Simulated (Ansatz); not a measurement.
A generator proposed this cell of Sn.

```
CELL_PARAMETERS angstrom
4.70718 0.00000 0.00000
0.00000 4.70718 0.00000
0.00000 0.00000 4.70718
ATOMIC_POSITIONS crystal
Sn 0.62500 0.62500 0.62500
Sn 0.87500 0.37500 0.12500
Sn 0.37500 0.12500 0.87500
Sn 0.12500 0.87500 0.37500
```

These are results of DFT PBE, scalar-relativistic, plane waves, PAW (Ansatz 0.2.0), not measurements. Settings: cutoff 420 eV, Γ-centred mesh 4×4×4 on the computed 4-atom cell, Gaussian smearing of 0.10 eV; no spin polarisation.

Energies count from the standard state of Sn at the same level. The references include grey tin.

Question: How far from equilibrium is it?

Answer: The pressure is 14.7 GPa (it wants to expand), the largest force is 0.00 eV/Å (symmetry fixes the atoms), and the energy is +0.35 eV/atom against the standard state. The shortest distance is 2.88 Å.

Question: How much does it gain on relaxing, and where does it end?

Answer: Relaxing gains about 0.21 eV/atom (the start's value is from the coarse mesh, so the gain is rough) in 8 ionic steps and ends at +0.14 eV/atom on the finer mesh. The symmetry stays P4_332 (No. 212). The volume per atom grows by 24.2 %, from 26.1 to 32.4 Å³. The shortest distance goes from 2.88 Å (Sn–Sn) to 3.10 Å (Sn–Sn). Conventional cell: a = 5.059 Å. Around Sn lie 6 Sn at 3.10 Å.

The last run used a 10×10×10 mesh for its 4-atom cell and Gaussian smearing of 0.10 eV. The relaxation can't lower the symmetry of the start. Symmetry constrained the relaxation, so the result can be a saddle point.
